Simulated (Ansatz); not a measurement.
Theory: DFT PBE, scalar-relativistic, plane waves, PAW in Ansatz 0.2.0. Settings: cutoff 420 eV, Γ-centred meshes spaced at most about 0.3 Å⁻¹, and about 0.25 Å⁻¹ or finer for metals (2π included), Gaussian smearing. No spin polarisation.

Each guess is relaxed in cell and atoms at zero pressure, on a coarse mesh first where it starts far from rest and then on a converged one. The steps can't lower the symmetry of the start, but it can rise. Energies are static (0 K, no zero-point motion).

Two unrelaxed guesses for MgSb7:

A.

Space group F-43m (No. 216). a = 10.356 Å, b = 10.356 Å, c = 10.356 Å, α = 90.00°, β = 90.00°, γ = 90.00°
| atom | site | symmetry | x | y | z |
| --- | --- | --- | --- | --- | --- |
| Mg | 4a | -43m | 0.0000 | 0.0000 | 0.0000 |
| Sb | 24g | 2.mm | 0.0344 | 0.2500 | 0.2500 |
| Sb | 4d | -43m | 0.2500 | 0.2500 | 0.7500 |

B.

Space group P-43m (No. 215). a = 6.663 Å, b = 6.663 Å, c = 6.663 Å, α = 90.00°, β = 90.00°, γ = 90.00°
```json
{"atom": "Mg", "site": "1a", "symmetry": "-43m", "x": "0.0000", "y": "0.0000", "z": "0.0000"}
{"atom": "Sb", "site": "4e", "symmetry": ".3m", "x": "0.2526", "y": "0.2526", "z": "0.2526"}
{"atom": "Sb", "site": "3c", "symmetry": "-42.m", "x": "0.0000", "y": "0.5000", "z": "0.5000"}
```

Task: Where do they end, and which end is lower?

Result: B ends lower, by 230 meV/atom. A: F-43m at 34.7 Å³/atom → F-43m at 35.7 Å³/atom; B: P-43m at 37.0 Å³/atom → P-43m at 39.9 Å³/atom. Counting Sb atoms around Mg (those within 1.25 times the shortest such distance or 1.15 times the sum of covalent radii, 1.27 where that leaves under three; a plus sign parts nearer from farther groups; the shortest distance is added where it exceeds 1.18 times the sum of covalent radii), the end of A has Mg 12+4 from 3.7 Å and the end of B has Mg 4. The end of A and the end of B both hold Sb–Sb bonds in all directions. End of A. Conventional cell: a = 10.458 Å. Mg has 12 Sb at 3.72 Å and 4 Sb at 4.53 Å; Sb on a site of symmetry 2mm has 5 Sb at 3.02–3.13 Å and 2 Mg at 3.72 Å; Sb on a site of symmetry -43m has 6 Sb at 3.02 Å and 4 Mg at 4.53 Å. End of B. Conventional cell: a = 6.833 Å. Around Mg lie 4 Sb at 2.91 Å; Sb on a site of symmetry 3m has 1 Mg at 2.91 Å and 3 Sb at 2.98 Å; around Sb on a site of symmetry -42m lie 4 Sb at 2.98 Å.

Ends held by symmetry can be saddle points. Even the lowest of the cells shown lies +0.18 eV/atom against the elements. These runs have no spin–orbit coupling, which can matter for Sb. Some structure types and database cells were kept out of the candidates from the start, so a known form may be missing.
